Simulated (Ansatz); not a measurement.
Computed with DFT PBE, scalar-relativistic, plane waves, PAW in Ansatz. All cells share a 420 eV cutoff and Γ-centred k meshes spaced at most about 0.3 Å⁻¹ (about 0.25 or finer for metals, 2π included). No spin polarisation in the final relaxations.

Temperature and zero-point effects are left out. All come from trial cells, and lower structures may exist.

Question: These unrelaxed guesses for Ge2N are each relaxed within their symmetry. Order them by the energy at which they end, lowest first.
A.

```
Ge N
1.0
     3.15088    0.00000    0.00000
     0.00000    3.15088    0.00000
     0.00000    0.00000    4.27639
Ge N
2 1
Direct
  0.00000 0.50000 0.62671
  0.50000 0.00000 0.62671
  0.50000 0.50000 0.35474
```

B.

```
Ge N
1.0
     5.42390    0.00000    0.00000
     0.00000    5.42390    0.00000
     0.00000    0.00000    5.29940
Ge N
4 2
Direct
  0.50000 0.00000 0.41715
  0.50000 0.00000 0.91715
  0.00000 0.50000 0.08285
  0.00000 0.50000 0.58285
  0.00000 0.00000 0.00000
  0.50000 0.50000 0.50000
```

Answer: A (ends in P4mm, 0 meV/atom), B (ends in P4_2/nmc, 37 meV/atom). Even the lowest end lies +0.91 eV/atom against the elements.

Weakly bound directions are ill-defined at this level, which has no dispersion term (P4mm), and this can change margins and order among such cells. In P4mm an odd number of electrons in the primitive cell allows no gap without spin; a larger cell or a magnetic state could open one. Cells relaxed within their symmetry can be saddle points. Some structure types and database cells were kept out of the candidates from the start, so a known form may be missing.
